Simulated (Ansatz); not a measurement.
Ta: zone-centre modes

All numbers below come from DFT PBE, scalar-relativistic, plane waves, PAW (Ansatz 0.2.0). The runs took a 420 eV cutoff, a Γ-centred 22×22×14 mesh and Gaussian smearing (0.15 eV). Spin–orbit coupling is left out, which can shift energies with elements as heavy as these. No spin polarisation.

Zero of the scan (relaxed at this level):

```xyz
2
Lattice="-1.6594 1.6594 1.6594 1.6594 -1.6594 1.6594 3.3188 3.3188 0.0000" Properties=species:S:1:pos:R:3 pbc="T T T"
Ta    0.0000    0.0000    0.0000
Ta    1.6594    1.6594    1.6594
```

Harmonic modes by finite displacements of 0.02 Å, without the LO–TO term. The cell doubles the primitive one, so its zone centre also holds the primitive cell's point q = (0, 0, 1/2).

(1) At this geometry, is the structure stable against these modes?

(2) List the wavenumbers in cm⁻¹.

Results:

(1) Yes: no mode is imaginary beyond 10 cm⁻¹, and only the three translations lie near zero.

(2) 0, 0, 0, 89, 134, 145.

Cost: 1 run of about 6.5 core-minutes, on Intel Xeon Processor @ 2.50GHz (Skylake/Cascade Lake) (shared hosts).